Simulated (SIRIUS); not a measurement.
Set up this calculation in SIRIUS 7.12.0, as the native input.

| Property | Result |
| --- | --- |
| Task | band structure |
| Functional | LDA |
| Potentials or basis | all-electron FP-LAPW |
| Cutoff | 170 eV |
| Basis | apw+lo standard |
| k mesh | 6 × 6 × 6 |
| Occupations | fermi-dirac, width 0.05 eV |
| Spin | no spin polarisation |
| Muffin tin radii | Br 2.4, Cs 2.54 bohr |
| Basis cutoff (gk_cutoff) | 3.54 1/bohr |
| Cutoff of density and potential (pw_cutoff) | 20 1/bohr |
| lmax of the basis | 10 |
| lmax of density and potential | 8 |
| Valence relativity | iora |
| Core states | Br 1s2s2p3s, Cs 1s2s2p3s3p3d4s |
| Local orbitals (radial functions) | Br 13, Cs 14 |
| Reference energy of the basis | 0.07 Ha |
| Smallest sphere radius times basis cutoff | 8.5 |
| Start of the SCF | LDA density |

The system is CsBr.

```
Cs Br
1.0
     4.32562    0.00000    0.00000
     0.00000    4.32562    0.00000
     0.00000    0.00000    4.32562
Cs Br
1 1
Direct
  0.00000 0.00000 0.00000
  0.50000 0.50000 0.50000
```

The cell comes from a database or a generator and needn't be the stable form of this composition.

These files were run (other wordings do the same):

sirius.json

```json
{
  "control": {
    "processing_unit": "cpu",
    "std_evp_solver_name": "lapack",
    "gen_evp_solver_name": "lapack",
    "verbosity": 2,
    "print_forces": true,
    "ortho_rf": true,
    "use_second_variation": true,
    "rmt_max": 3.0,
    "num_bands_to_print": 24,
    "save_wf": true
  },
  "parameters": {
    "electronic_structure_method": "full_potential_lapwlo",
    "xc_functionals": ["XC_LDA_X", "XC_LDA_C_PW"],
    "core_relativity": "dirac",
    "valence_relativity": "iora",
    "num_fv_states": 31,
    "smearing": "fermi_dirac",
    "smearing_width": 0.0018374661,
    "pw_cutoff": 20,
    "gk_cutoff": 3.54,
    "lmax_apw": 10,
    "lmax_rho": 8,
    "lmax_pot": 8,
    "num_mag_dims": 0,
    "auto_rmt": 0,
    "ngridk": [6, 6, 6],
    "shiftk": [0, 0, 0],
    "num_dft_iter": 80,
    "energy_tol": 1e-07,
    "density_tol": 1e-05,
    "use_symmetry": true
  },
  "settings": {"tol_ne": 1e-10},
  "iterative_solver": {"type": "exact"},
  "mixer": {"type": "anderson", "beta": 0.5, "max_history": 8},
  "unit_cell": {
    "lattice_vectors": [[8.1742413144, 0.0, 0.0], [0.0, 8.1742413144, 0.0], [0.0, 0.0, 8.1742413144]],
    "atom_types": ["Br", "Cs"],
    "atom_files": {"Br": "Br.json", "Cs": "Cs.json"},
    "atoms": {"Br": [[0.5, 0.5, 0.5]], "Cs": [[0.0, 0.0, 0.0]]}
  }
}
```

Br.json

```json
{
  "name": "bromine",
  "symbol": "Br",
  "number": 35,
  "mass": 79.904,
  "rmin": 1e-06,
  "rmt": 2.4,
  "nrmt": 800,
  "rinf": 12.55,
  "core": "1s2s2p3s",
  "valence": [
    {"basis": [{"enu": -0.13, "dme": 0, "n": 0, "auto": 0}, {"enu": -0.13, "dme": 1, "n": 0, "auto": 0}]},
    {"l": 0, "n": 1, "basis": [{"enu": -0.2055, "dme": 0, "n": 0, "auto": 0}]},
    {"l": 1, "n": 2, "basis": [{"enu": -0.03, "dme": 0, "n": 0, "auto": 0}]},
    {"l": 2, "n": 3, "basis": [{"enu": -0.03, "dme": 0, "n": 0, "auto": 0}]},
    {"l": 3, "n": 4, "basis": [{"enu": -0.03, "dme": 0, "n": 0, "auto": 0}]}
  ],
  "lo": [
    {
      "l": 0,
      "basis": [{"enu": -0.2055, "dme": 0, "n": 0, "auto": 0}, {"enu": -0.2055, "dme": 1, "n": 0, "auto": 0}]
    },
    {
      "l": 0,
      "basis": [{"enu": -0.2055, "dme": 1, "n": 0, "auto": 0}, {"enu": -0.2055, "dme": 2, "n": 0, "auto": 0}]
    },
    {
      "l": 0,
      "basis": [{"enu": -0.2055, "dme": 0, "n": 0, "auto": 0}, {"enu": 1.8778, "dme": 0, "n": 0, "auto": 0}]
    },
    {"l": 1, "basis": [{"enu": -0.03, "dme": 0, "n": 0, "auto": 0}, {"enu": -0.03, "dme": 1, "n": 0, "auto": 0}]},
    {"l": 1, "basis": [{"enu": -0.03, "dme": 1, "n": 0, "auto": 0}, {"enu": -0.03, "dme": 2, "n": 0, "auto": 0}]},
    {
      "l": 1,
      "basis": [{"enu": -6.0936, "dme": 0, "n": 3, "auto": 1}, {"enu": -6.0936, "dme": 1, "n": 3, "auto": 1}]
    },
    {
      "l": 1,
      "basis": [{"enu": -0.03, "dme": 0, "n": 0, "auto": 0}, {"enu": 2.3658, "dme": 0, "n": 0, "auto": 0}]
    },
    {"l": 2, "basis": [{"enu": -0.03, "dme": 0, "n": 0, "auto": 0}, {"enu": -0.03, "dme": 1, "n": 0, "auto": 0}]},
    {
      "l": 2,
      "basis": [{"enu": -2.2002, "dme": 0, "n": 3, "auto": 1}, {"enu": -2.2002, "dme": 1, "n": 3, "auto": 1}]
    },
    {
      "l": 2,
      "basis": [{"enu": -2.2002, "dme": 1, "n": 3, "auto": 1}, {"enu": -0.03, "dme": 0, "n": 0, "auto": 0}]
    },
    {
      "l": 2,
      "basis": [{"enu": -0.03, "dme": 0, "n": 0, "auto": 0}, {"enu": 3.5811, "dme": 0, "n": 0, "auto": 0}]
    },
    {"l": 3, "basis": [{"enu": -0.03, "dme": 0, "n": 0, "auto": 0}, {"enu": -0.03, "dme": 1, "n": 0, "auto": 0}]},
    {
      "l": 3,
      "basis": [{"enu": -0.03, "dme": 0, "n": 0, "auto": 0}, {"enu": 2.9908, "dme": 0, "n": 0, "auto": 0}]
    }
  ],
  "free_atom": [... radial grid and density of the free atom, the start of the SCF ...]
}
```

Cs.json

```json
{
  "name": "cesium",
  "symbol": "Cs",
  "number": 55,
  "mass": 132.9054519,
  "rmin": 1e-06,
  "rmt": 2.54,
  "nrmt": 800,
  "rinf": 22.7,
  "core": "1s2s2p3s3p3d4s",
  "valence": [
    {"basis": [{"enu": -0.13, "dme": 0, "n": 0, "auto": 0}, {"enu": -0.13, "dme": 1, "n": 0, "auto": 0}]},
    {"l": 0, "n": 1, "basis": [{"enu": -0.03, "dme": 0, "n": 0, "auto": 0}]},
    {"l": 1, "n": 2, "basis": [{"enu": -0.1893, "dme": 0, "n": 0, "auto": 0}]},
    {"l": 2, "n": 3, "basis": [{"enu": -0.03, "dme": 0, "n": 0, "auto": 0}]},
    {"l": 3, "n": 4, "basis": [{"enu": -0.03, "dme": 0, "n": 0, "auto": 0}]}
  ],
  "lo": [
    {"l": 0, "basis": [{"enu": -0.03, "dme": 0, "n": 0, "auto": 0}, {"enu": -0.03, "dme": 1, "n": 0, "auto": 0}]},
    {
      "l": 0,
      "basis": [{"enu": -0.9346, "dme": 0, "n": 5, "auto": 1}, {"enu": -0.9346, "dme": 1, "n": 5, "auto": 1}]
    },
    {
      "l": 0,
      "basis": [{"enu": -0.9346, "dme": 1, "n": 5, "auto": 1}, {"enu": -0.03, "dme": 0, "n": 0, "auto": 0}]
    },
    {"l": 0, "basis": [{"enu": -0.03, "dme": 0, "n": 0, "auto": 0}, {"enu": 2.45, "dme": 0, "n": 0, "auto": 0}]},
    {
      "l": 1,
      "basis": [{"enu": -0.1893, "dme": 0, "n": 0, "auto": 0}, {"enu": -0.1893, "dme": 1, "n": 0, "auto": 0}]
    },
    {
      "l": 1,
      "basis": [{"enu": -5.8379, "dme": 0, "n": 4, "auto": 1}, {"enu": -5.8379, "dme": 1, "n": 4, "auto": 1}]
    },
    {
      "l": 1,
      "basis": [{"enu": -5.8379, "dme": 1, "n": 4, "auto": 1}, {"enu": -0.1893, "dme": 0, "n": 0, "auto": 0}]
    },
    {
      "l": 1,
      "basis": [{"enu": -0.1893, "dme": 0, "n": 0, "auto": 0}, {"enu": 2.6628, "dme": 0, "n": 0, "auto": 0}]
    },
    {"l": 2, "basis": [{"enu": -0.03, "dme": 0, "n": 0, "auto": 0}, {"enu": -0.03, "dme": 1, "n": 0, "auto": 0}]},
    {
      "l": 2,
      "basis": [{"enu": -2.6803, "dme": 0, "n": 4, "auto": 1}, {"enu": -2.6803, "dme": 1, "n": 4, "auto": 1}]
    },
    {
      "l": 2,
      "basis": [{"enu": -2.6803, "dme": 1, "n": 4, "auto": 1}, {"enu": -0.03, "dme": 0, "n": 0, "auto": 0}]
    },
    {"l": 2, "basis": [{"enu": -0.03, "dme": 0, "n": 0, "auto": 0}, {"enu": 3.194, "dme": 0, "n": 0, "auto": 0}]},
    {"l": 3, "basis": [{"enu": -0.03, "dme": 0, "n": 0, "auto": 0}, {"enu": -0.03, "dme": 1, "n": 0, "auto": 0}]},
    {"l": 3, "basis": [{"enu": -0.03, "dme": 0, "n": 0, "auto": 0}, {"enu": 2.667, "dme": 0, "n": 0, "auto": 0}]}
  ],
  "free_atom": [... radial grid and density of the free atom, the start of the SCF ...]
}
```

sirius_start.json

```json
{
  "control": {
    "processing_unit": "cpu",
    "std_evp_solver_name": "lapack",
    "gen_evp_solver_name": "lapack",
    "verbosity": 1,
    "print_forces": false,
    "ortho_rf": true,
    "use_second_variation": true,
    "rmt_max": 3.0,
    "num_bands_to_print": 24,
    "save_wf": false
  },
  "parameters": {
    "electronic_structure_method": "full_potential_lapwlo",
    "xc_functionals": ["XC_LDA_X", "XC_LDA_C_PW"],
    "core_relativity": "dirac",
    "valence_relativity": "iora",
    "num_fv_states": 31,
    "smearing": "fermi_dirac",
    "smearing_width": 0.0055123983,
    "pw_cutoff": 20,
    "gk_cutoff": 2.83,
    "lmax_apw": 10,
    "lmax_rho": 8,
    "lmax_pot": 8,
    "num_mag_dims": 0,
    "auto_rmt": 0,
    "ngridk": [2, 2, 2],
    "shiftk": [0, 0, 0],
    "num_dft_iter": 30,
    "energy_tol": 0.01,
    "density_tol": 0.05,
    "use_symmetry": true
  },
  "settings": {"tol_ne": 1e-10},
  "iterative_solver": {"type": "exact"},
  "mixer": {"type": "anderson", "beta": 0.5, "max_history": 8},
  "unit_cell": {
    "lattice_vectors": [[8.1742413144, 0.0, 0.0], [0.0, 8.1742413144, 0.0], [0.0, 0.0, 8.1742413144]],
    "atom_types": ["Br", "Cs"],
    "atom_files": {"Br": "Br.json", "Cs": "Cs.json"},
    "atoms": {"Br": [[0.5, 0.5, 0.5]], "Cs": [[0.0, 0.0, 0.0]]}
  }
}
```

sirius_bands.json

```json
{
  "control": {
    "processing_unit": "cpu",
    "std_evp_solver_name": "lapack",
    "gen_evp_solver_name": "lapack",
    "verbosity": 2,
    "print_forces": true,
    "ortho_rf": true,
    "use_second_variation": true,
    "rmt_max": 3.0,
    "num_bands_to_print": 24,
    "save_wf": true
  },
  "parameters": {
    "electronic_structure_method": "full_potential_lapwlo",
    "xc_functionals": ["XC_LDA_X", "XC_LDA_C_PW"],
    "core_relativity": "dirac",
    "valence_relativity": "iora",
    "num_fv_states": 31,
    "smearing": "fermi_dirac",
    "smearing_width": 0.0018374661,
    "pw_cutoff": 20,
    "gk_cutoff": 3.54,
    "lmax_apw": 10,
    "lmax_rho": 8,
    "lmax_pot": 8,
    "num_mag_dims": 0,
    "auto_rmt": 0,
    "ngridk": [6, 6, 6],
    "shiftk": [0, 0, 0],
    "num_dft_iter": 80,
    "energy_tol": 1e-07,
    "density_tol": 1e-05,
    "use_symmetry": true
  },
  "settings": {"tol_ne": 1e-10},
  "iterative_solver": {"type": "exact"},
  "mixer": {"type": "anderson", "beta": 0.5, "max_history": 8},
  "unit_cell": {
    "lattice_vectors": [[8.1742413144, 0.0, 0.0], [0.0, 8.1742413144, 0.0], [0.0, 0.0, 8.1742413144]],
    "atom_types": ["Br", "Cs"],
    "atom_files": {"Br": "Br.json", "Cs": "Cs.json"},
    "atoms": {"Br": [[0.5, 0.5, 0.5]], "Cs": [[0.0, 0.0, 0.0]]}
  },
  "kpoints_rel": {"G": [0.0, 0.0, 0.0], "M": [0.5, 0.5, 0.0], "R": [0.5, 0.5, 0.5], "X": [0.0, 0.5, 0.0]},
  "kpoints_path": ["G", "X", "M", "G", "R", "X"]
}
```

Potentials or basis: all-electron FP-LAPW, apw+lo standard.

The run is started by

```console
$ OMP_NUM_THREADS=1 sirius.scf --input=sirius_start.json --output=start.json
$ OMP_NUM_THREADS=1 sirius.scf --input=sirius.json --output=output.json --task=1
$ OMP_NUM_THREADS=1 sirius.scf --input=sirius_bands.json --output=bands_out.json --task=2
```

It gave:

```
Band gap on the k mesh                            : 4.03 eV, indirect (least direct gap 4.03 eV)
Band gap along the path                           : 4.03 eV, indirect (least direct gap 4.03 eV)
All electrons inside the program's atomic spheres : Cs 52.42; Br 33.48 (radii Br 2.4, Cs 2.54 bohr)
```

Caveat: spin-orbit coupling is left out, which moves the levels of the heavy elements.

Run time: 2.7 min on 1 thread of Intel(R) Xeon(R) Processor @ 2.50GHz (Skylake/Cascade Lake) (shared host), peak memory 0.56 GiB.
